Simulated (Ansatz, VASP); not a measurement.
Two plane-wave programs on K

Contents of INCAR:

```
PREC = Accurate
ENCUT = 520
EDIFF = 1E-6
ISMEAR = 0
SIGMA = 0.15
LREAL = F
LASPH = T
NELM = 60
ALGO = Fast
ISIF = 2
LWAVE = F
LCHARG = F
GGA = PS
NBANDS = 10
```

The input KPOINTS:

```
regular mesh
0
Gamma
  12 12 12
```

File POSCAR:

```
K
1.0
    4.6337224518      0.0000000000      0.0000000000
    0.0000000000      4.3104394900      0.0000000000
    0.0000000000      0.0000000000      4.3104394900
K
1
Direct
    0.0000000000      0.0000000000      0.0000000000
```

Input for Ansatz:

```yaml
crystal:
  lattice:
    - [4.6337224518, 0.0, 0.0]
    - [0.0, 4.31043949, 0.0]
    - [0.0, 0.0, 4.31043949]
  atoms:
    - { symbol: K, position: [0.0, 0.0, 0.0] }
basis:
  ecutwfc: 420
kpoints:
  mp_grid: { grid: [12, 12, 12] }
hamiltonian:
  xc: pbesol
scf:
  occupations: { method: gaussian, width: 0.15 }
output:
  forces: true
  stress: true
  eigenvalues: true
```

Change from the starting cell: strain +0.0750 x Voigt [1, 0, 0, 0, 0, 0], atoms carried along.

Alike in both runs: task single point; functional PBEsol; k mesh 12 × 12 × 12; occupations gaussian, width 0.15 eV; no spin polarisation.

```csv
,VASP,Ansatz
version,VASP 6.6.1,Ansatz 0.2.0
potentials or method,"VASP PAW PBE potentials, release 64 (K_sv)","scalar-relativistic, plane waves, PAW"
plane-wave cutoff (eV),520,420
valence electrons in the cell,9,9
```

|  | VASP | Ansatz | Ansatz less VASP |
| --- | --- | --- | --- |
| gap on the k mesh at the Fermi level (eV) | none | none | - |
| pressure (GPa) | -0.3 | -0.3 | +0.01 |
| largest component of the traceless stress (GPa) | 0.30 | 0.30 | -0.001 |

A gap of «none» marks a metal or a gap that the smearing closes.

Caveats: the PAW data sets were made with another functional, which shifts forces and pressure a little (VASP).
